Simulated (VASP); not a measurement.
# SrCl2: Cl into a neighbouring Cl vacancy, part 2 of 2

Aim: the barrier for one hop in SrCl2: Cl into a neighbouring Cl vacancy. The start is a cell from a database of measured crystal structures.

VASP 6.6.1; PBEsol; plane waves and PAW (Sr_sv, Cl).

So far. Step 3 (Relax the start): The run ended after 14 ionic steps, 0.823 eV below its first step, once the forces on the free atoms met EDIFFG = -0.05. Step 4 (Relax the end): The run ended after 14 ionic steps, 0.870 eV below its first step, once the forces on the free atoms met EDIFFG = -0.05.

## Step 5: Nudged elastic band

Images on a straight line between the ends relax across the path, while springs keep them spaced along it.

This cell carries charge +1, set by NELECT and balanced by a uniform background.

Contents of INCAR:

```
SYSTEM = Sr12Cl23
PREC = Normal
ENCUT = 280
EDIFF = 1E-05
NELM = 120
ISMEAR = 0
SIGMA = 0.05
LREAL = Auto
ALGO = Fast
GGA = PS
NELECT = 280
NBANDS = 168
LWAVE = .FALSE.
LCHARG = .FALSE.
NCORE = 2
IMAGES = 3
SPRING = -5
IBRION = 1
POTIM = 0.3
NSW = 50
EDIFFG = -0.05
ISYM = 0
ISIF = 0
```

Contents of POSCAR:

```
Sr12Cl23
1.0
    0.0000000000      6.9187414712      6.9187414712
    6.9187414712      0.0000000000      6.9187414712
   10.3781122068     10.3781122068      0.0000000000
Sr Cl
12 23
Direct
    0.9995835809      0.9995924001      0.0022308159
    0.0025357784      0.0025392641      0.3285943365
    0.0014189836      0.0013895837      0.6651717667
    0.9978365317      0.4977976114      0.0023812837
    0.9799279564      0.5054048359      0.3391856244
    0.0048795494      0.4988089155      0.6629028045
    0.4978292838      0.9974993454      0.0022508870
    0.5051528312      0.9805423456      0.3389471473
    0.4988991273      0.0050284122      0.6628265845
    0.5105531159      0.5103886340      0.9802297177
    0.5060960543      0.5058315015      0.3381838943
    0.4952688612      0.4954167183      0.6729944993
    0.3747943719      0.3751763330      0.5855653776
    0.3732357624      0.3732337402      0.9168821284
    0.3754361190      0.8731508725      0.2516681051
    0.3738414343      0.8719196532      0.5854790214
    0.3738520613      0.8798753847      0.9133981261
    0.8732741054      0.3756182358      0.2515758057
    0.8716791372      0.3741077367      0.5854528562
    0.8799234715      0.3741144962      0.9132036778
    0.8733019003      0.8732501148      0.2519215261
    0.8823756645      0.8822465072      0.5698332939
    0.8680160202      0.8679173990      0.9309708850
    0.1245013224      0.1243678779      0.0840230585
    0.1444217135      0.1442653113      0.4039007172
    0.1224394901      0.1225351913      0.7513114478
    0.1467680242      0.6042823212      0.0961630066
    0.1446804577      0.6051006515      0.4036483875
    0.1174004642      0.6299707986      0.7517250413
    0.6049696175      0.1466607205      0.0962248732
    0.6050722138      0.1446301818      0.4038224472
    0.6300728957      0.1173156738      0.7517088763
    0.6041259657      0.6045858857      0.0960335074
    0.6211042134      0.6209835795      0.4238697932
    0.6317748590      0.6319464859      0.7408355538
```

Contents of KPOINTS:

```
Automatic mesh
0
Gamma
2 2 1
0 0 0
```

Contents of 00/POSCAR:

```
Sr12Cl23
1.0
    0.0000000000      6.9187414712      6.9187414712
    6.9187414712      0.0000000000      6.9187414712
   10.3781122068     10.3781122068      0.0000000000
Sr Cl
12 23
Direct
    0.9995835809      0.9995924001      0.0022308159
    0.0025357784      0.0025392641      0.3285943365
    0.0014189836      0.0013895837      0.6651717667
    0.9978365317      0.4977976114      0.0023812837
    0.9799279564      0.5054048359      0.3391856244
    0.0048795494      0.4988089155      0.6629028045
    0.4978292838      0.9974993454      0.0022508870
    0.5051528312      0.9805423456      0.3389471473
    0.4988991273      0.0050284122      0.6628265845
    0.5105531159      0.5103886340      0.9802297177
    0.5060960543      0.5058315015      0.3381838943
    0.4952688612      0.4954167183      0.6729944993
    0.3747943719      0.3751763330      0.5855653776
    0.3732357624      0.3732337402      0.9168821284
    0.3754361190      0.8731508725      0.2516681051
    0.3738414343      0.8719196532      0.5854790214
    0.3738520613      0.8798753847      0.9133981261
    0.8732741054      0.3756182358      0.2515758057
    0.8716791372      0.3741077367      0.5854528562
    0.8799234715      0.3741144962      0.9132036778
    0.8733019003      0.8732501148      0.2519215261
    0.8823756645      0.8822465072      0.5698332939
    0.8680160202      0.8679173990      0.9309708850
    0.1245013224      0.1243678779      0.0840230585
    0.1444217135      0.1442653113      0.4039007172
    0.1224394901      0.1225351913      0.7513114478
    0.1467680242      0.6042823212      0.0961630066
    0.1446804577      0.6051006515      0.4036483875
    0.1174004642      0.6299707986      0.7517250413
    0.6049696175      0.1466607205      0.0962248732
    0.6050722138      0.1446301818      0.4038224472
    0.6300728957      0.1173156738      0.7517088763
    0.6041259657      0.6045858857      0.0960335074
    0.6211042134      0.6209835795      0.4238697932
    0.6317748590      0.6319464859      0.7408355538
```

Contents of 01/POSCAR:

```
Sr12Cl23
1.0
    0.0000000000      6.9187414712      6.9187414712
    6.9187414712      0.0000000000      6.9187414712
   10.3781122068     10.3781122068      0.0000000000
Sr Cl
12 23
Direct
    1.0006166753      1.0007744102      0.0002187619
    0.0002554057      0.0001616011      0.3287123817
   -0.0018377302     -0.0015206717      0.6705643879
    0.9985574930      0.4970428128      0.0027740769
    0.9834474336      0.5087542171      0.3364366753
    0.0039142313      0.4995578941      0.6634409693
    0.4969402787      0.9985907084      0.0025856252
    0.5086892342      0.9839112297      0.3362122822
    0.4993187932      0.0043595996      0.6634103107
    0.5072727940      0.5073275190      0.9856308300
    0.5038426940      0.5037340682      0.3381919508
    0.4961489882      0.4966955905      0.6709849840
    0.3747108592      0.3752602536      0.5849175643
    0.3739821041      0.3742081894      0.9166622101
    0.3701729626      0.8783965257      0.2547042746
    0.3684600546      0.8777684313      0.5817810473
    0.3756292799      0.8775161120      0.9139823127
    0.8785769236      0.3702942669      0.2545746472
    0.8772653093      0.3690356614      0.5818679395
    0.8772263582      0.3759882448      0.9138899081
    0.8745618051      0.8743883050      0.2498095392
    0.8853703238      0.8855290937      0.5701502093
    0.8678963185      0.8679951135      0.9297157126
    0.1243744560      0.1244237706      0.0835239017
    0.1970251673      0.1968932423      0.3687653124
    0.1231827409      0.1235461528      0.7510704510
    0.1413968436      0.6101271107      0.0925551611
    0.1394747916      0.6102521054      0.4066622092
    0.1190923566      0.6275797064      0.7522633880
    0.6104880042      0.1414298860      0.0926283490
    0.6102930996      0.1395103493      0.4067219234
    0.6274009317      0.1194634880      0.7521240766
    0.6073262692      0.6080119408      0.0961072451
    0.6222895836      0.6222346263      0.4217537705
    0.6313648106      0.6318911978      0.7399866919
```

Contents of 02/POSCAR:

```
Sr12Cl23
1.0
    0.0000000000      6.9187414712      6.9187414712
    6.9187414712      0.0000000000      6.9187414712
   10.3781122068     10.3781122068      0.0000000000
Sr Cl
12 23
Direct
    1.0016497697      1.0019564204     -0.0017932920
   -0.0020249671     -0.0022160618      0.3288304270
   -0.0050944440     -0.0044309272      0.6759570091
    0.9992784543      0.4962880143      0.0031668701
    0.9869669108      0.5121035983      0.3336877261
    0.0029489132      0.5003068726      0.6639791341
    0.4960512736      0.9996820713      0.0029203634
    0.5122256372      0.9872801138      0.3334774170
    0.4997384590      0.0036907870      0.6639940368
    0.5039924721      0.5042664040      0.9910319424
    0.5015893338      0.5016366349      0.3382000072
    0.4970291152      0.4979744627      0.6689754687
    0.3746273465      0.3753441742      0.5842697509
    0.3747284458      0.3751826385      0.9164422918
    0.3649098062      0.8836421788      0.2577404440
    0.3630786748      0.8836172094      0.5780830732
    0.3774064984      0.8751568394      0.9145664993
    0.8838797419      0.3649702980      0.2575734888
    0.8828514814      0.3639635862      0.5782830229
    0.8745292448      0.3778619934      0.9145761384
    0.8758217099      0.8755264953      0.2476975522
    0.8883649830      0.8888116802      0.5704671246
    0.8677766168      0.8680728280      0.9284605402
    0.1242475896      0.1244796634      0.0830247450
    0.2496286210      0.2495211732      0.3336299076
    0.1239259918      0.1245571142      0.7508294542
    0.1360256631      0.6159719002      0.0889473156
    0.1342691256      0.6154035593      0.4096760309
    0.1207842490      0.6251886142      0.7528017348
    0.6160063909      0.1361990514      0.0890318249
    0.6155139854      0.1343905168      0.4096213997
    0.6247289677      0.1216113022      0.7525392770
    0.6105265726      0.6114379958      0.0961809828
    0.6234749538      0.6234856732      0.4196377478
    0.6309547621      0.6318359096      0.7391378300
```

Contents of 03/POSCAR:

```
Sr12Cl23
1.0
    0.0000000000      6.9187414712      6.9187414712
    6.9187414712      0.0000000000      6.9187414712
   10.3781122068     10.3781122068      0.0000000000
Sr Cl
12 23
Direct
    1.0026828641      1.0031384306     -0.0038053460
   -0.0043053398     -0.0045937248      0.3289484722
   -0.0083511578     -0.0073411826      0.6813496303
    0.9999994156      0.4955332158      0.0035596632
    0.9904863879      0.5154529795      0.3309387770
    0.0019835951      0.5010558512      0.6645172989
    0.4951622686      1.0007734342      0.0032551015
    0.5157620403      0.9906489980      0.3307425519
    0.5001581248      0.0030219745      0.6645777630
    0.5007121502      0.5012052889      0.9964330548
    0.4993359736      0.4995392016      0.3382080637
    0.4979092422      0.4992533349      0.6669659534
    0.3745438339      0.3754280948      0.5836219376
    0.3754747876      0.3761570876      0.9162223736
    0.3596466497      0.8888878320      0.2607766134
    0.3576972951      0.8894659876      0.5743850991
    0.3791837170      0.8727975667      0.9151506859
    0.8891825602      0.3596463291      0.2605723304
    0.8884376534      0.3588915110      0.5746981063
    0.8718321315      0.3797357420      0.9152623687
    0.8770816147      0.8766646856      0.2455855652
    0.8913596422      0.8920942668      0.5707840400
    0.8676569152      0.8681505424      0.9272053679
    0.1241207232      0.1245355561      0.0825255882
    0.3022320748      0.3021491042      0.2984945029
    0.1246692426      0.1255680756      0.7505884573
    0.1306544825      0.6218166896      0.0853394702
    0.1290634595      0.6205550132      0.4126898526
    0.1224761414      0.6227975219      0.7533400815
    0.6215247776      0.1309682169      0.0854353008
    0.6207348712      0.1292706844      0.4125208760
    0.6220570036      0.1237591163      0.7529544774
    0.6137268760      0.6148640509      0.0962547205
    0.6246603240      0.6247367200      0.4175217252
    0.6305447136      0.6317806215      0.7382889680
```

Contents of 04/POSCAR:

```
Sr12Cl23
1.0
    0.0000000000      6.9187414712      6.9187414712
    6.9187414712      0.0000000000      6.9187414712
   10.3781122068     10.3781122068      0.0000000000
Sr Cl
12 23
Direct
    1.0037159585      1.0043204407     -0.0058174000
   -0.0065857126     -0.0069713878      0.3290665175
   -0.0116078716     -0.0102514381      0.6867422515
    1.0007203769      0.4947784172      0.0039524564
    0.9940058651      0.5188023607      0.3281898279
    0.0010182770      0.5018048298      0.6650554637
    0.4942732635      1.0018647972      0.0035898397
    0.5192984433      0.9940178821      0.3280076868
    0.5005777907      0.0023531619      0.6651614892
    0.4974318283      0.4981441739      1.0018341671
    0.4970826133      0.4974417683      0.3382161202
    0.4987893692      0.5005322071      0.6649564381
    0.3744603212      0.3755120154      0.5829741242
    0.3762211293      0.3771315368      0.9160024553
    0.3543834933      0.8941334852      0.2638127829
    0.3523159154      0.8953147657      0.5706871250
    0.3809609356      0.8704382940      0.9157348725
    0.8944853784      0.3543223602      0.2635711719
    0.8940238255      0.3538194357      0.5711131896
    0.8691350182      0.3816094906      0.9159485990
    0.8783415195      0.8778028758      0.2434735783
    0.8943543015      0.8953768533      0.5711009554
    0.8675372135      0.8682282569      0.9259501955
    0.1239938568      0.1245914488      0.0820264314
    0.3548355286      0.3547770351      0.2633590981
    0.1254124934      0.1265790371      0.7503474605
    0.1252833019      0.6276614791      0.0817316247
    0.1238577935      0.6257064671      0.4157036743
    0.1241680338      0.6204064297      0.7538784282
    0.6270431643      0.1257373823      0.0818387766
    0.6259557570      0.1241508519      0.4154203522
    0.6193850396      0.1259069305      0.7533696777
    0.6169271795      0.6182901059      0.0963284582
    0.6258456942      0.6259877668      0.4154057025
    0.6301346652      0.6317253334      0.7374401061
```

Potentials, in the order of the species: Sr_sv and Cl (PBE family, release 64).

Run with:

```
$ mpirun -np 6 vasp_std
```

It took 6.7 min on 6 MPI ranks of Intel Xeon 6975P-C (Granite Rapids), shared host; peak memory 1.7 GiB.

Images along the path:

```csv
image,path (A),energy (eV),"Cl25: x, y, z (Å)"
0,0.000,0.0000,"5.190, 5.191, 1.997"
1,0.799,0.1711,"5.187, 5.187, 2.699"
2,1.597,0.3022,"5.190, 5.189, 3.453"
3,2.395,0.1718,"5.192, 5.191, 4.208"
4,3.195,0.0009,"5.188, 5.188, 4.910"
```

This step gave:

| Item | Value |
| --- | --- |
| electronic cycles | 100 |
| path length | 3.195 Å |
| barrier | 0.3022 eV |
| barrier in the reverse direction | 0.3013 eV |
| barrier from a spline through the images | 0.3022 eV |
| reaction energy | 9.14e-4 eV |

What the program prints for this run, and its count of cycles, belong to image 1; the force that counts for the threshold is the band's, across the path.

## Step 6: Summary of results

```json
{
  "hop": "Cl into a neighbouring Cl vacancy",
  "barrier": "0.302 eV",
  "barrier in the reverse direction": "0.301 eV",
  "barrier from a spline through the images": "0.302 eV",
  "reaction energy": "9.1e-4 eV",
  "path length": "3.19 Å"
}
```

**Reading.** The barrier is 0.30 eV forwards and 0.30 eV backwards. With an attempt frequency of 10¹³ per second, taken as a typical value, this barrier gives about 10^8 hops a second at 300 K. Both ends are alike and an image sits at the midpoint, which is the saddle if the path is symmetric. The band met its force threshold after 11 steps. Cell and mesh are small and were not tested. The band started on a straight line, so other routes may lie lower.

[Lines on the potential files, build, host, timing and source positions are cut from VASP's logs without a mark.]

[Logs are printed without paths, hosts, clocks, repeated set-up lines and the standing remarks that a program may print on its own settings, such as how far it seeks lower states.]

[Hosts, paths, dates, database ids (printed as entryN), source tags and the programs' standing remarks are cut or masked in the printed files.]

[Runs that stopped without an error message from VASP are left out.]
